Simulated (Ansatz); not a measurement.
The system is Ir.

```
Ir
1.0
     0.00000    1.91560    1.91560
     1.91560    0.00000    1.91560
     1.91560    1.91560    0.00000
Ir
1
Cartesian
  0.0000 0.0000 0.0000
```

```yaml
Program: Ansatz 0.2.0
Task: relaxation of cell and atoms
Functional: revPBE
Potentials_or_basis: all-electron LAPW, scalar-relativistic
Basis_error_allowed: 0.001 eV/atom
k_mesh: 12 × 12 × 12
Occupations: fermi-dirac, width 0.05 eV
Spin: no spin polarisation
```

At the start: volume 14.06 Å³/atom.

**Question.** Where does the relaxation end?

**Answer.** Over 5 steps the energy falls by 23.1 meV/atom and the volume is 14.60 Å³/atom (+3.9 %); space group Fm-3m (No. 225, to 0.05 Å).

The path:
| step | energy change (eV) | largest force (eV/Å) | volume (Å³) |
| --- | --- | --- | --- |
| 1 | 0.0000 | 0.0000 | 14.06 |
| 2 | -0.0227 | 0.0000 | 14.68 |
| 3 | -0.0231 | 0.0000 | 14.61 |
| 4 | -0.0231 | 0.0000 | 14.60 |
| 5 | -0.0231 | 0.0000 | 14.60 |

Final structure:
```
Ir
1.0
     0.00000    1.94003    1.94003
     1.94003    0.00000    1.94003
     1.94003    1.94003    0.00000
Ir
1
Direct
  0.00000 0.00000 0.00000
```
